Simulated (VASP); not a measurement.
Wanted: the native input for a VASP 6.6.1 run.

```yaml
Task: relaxation of cell and atoms
Functional: rev-vdW-DF2
Potentials_or_basis: VASP PAW PBE potentials, release 64 (Br, K_sv)
Cutoff: 600 eV
k_mesh: 7 × 7 × 7
Occupations: fermi-dirac, width 0.05 eV
Spin: no spin polarisation
Further_INCAR_settings: ALGO = Normal; EDIFF = 1e-06; IBRION = 2; EDIFFG = -0.005; NSW = 40; ISIF = 3
```

The structure of KBr lies in POSCAR:

```
KBr
1.0
    0.0000000000      3.3000000000      3.3000000000
    3.3000000000      0.0000000000      3.3000000000
    3.3000000000      3.3000000000      0.0000000000
Br K
1 1
Direct
    0.5000000000      0.5000000000      0.5000000000
    0.0000000000      0.0000000000      0.0000000000
```

One way to write it, as run:

INCAR

```
PREC = Accurate ; ENCUT = 600
EDIFF = 1E-6 ; ISMEAR = -1
SIGMA = 0.05 ; LREAL = False
LASPH = True ; NELM = 100
ALGO = Normal ; ISIF = 3
LWAVE = False ; LCHARG = False
GGA = MK ; LUSE_VDW = True
AGGAC = 0.0 ; PARAM1 = 0.1234
PARAM2 = 0.711357 ; ZAB_VDW = -1.8867
IBRION = 2 ; NSW = 40
EDIFFG = -0.005
```

KPOINTS

```
regular mesh
0
Gamma
  7 7 7
```

Potentials or basis: VASP PAW PBE potentials, release 64 (Br, K_sv).

Launch:

```bash
$ cat potpaw_PBE.64/Br/POTCAR potpaw_PBE.64/K_sv/POTCAR > POTCAR
$ mpirun -np 1 vasp_std > vasp.out
```

Results of the run:

The relaxed volume is 35.64 Å³/atom and the relaxed cell is a = 4.654 Å, b = 4.654 Å, c = 4.654 Å, α = 60.00°, β = 60.00°, γ = 60.00°. The space group after relaxing (to 0.05 Å) is Fm-3m (No. 225). The energy gained by relaxing is 0.2 meV/atom and the ionic steps are 3. The pressure after relaxing is 0.0 GPa and the band gap on the k mesh is 4.28 eV, direct.

Caveat: the PAW data sets were made with another functional, which shifts forces and pressure a little.

Wall time 4.4 min on 1 thread of Intel(R) Xeon(R) Platinum 8488C (Sapphire Rapids) (shared host), peak memory 0.58 GiB.
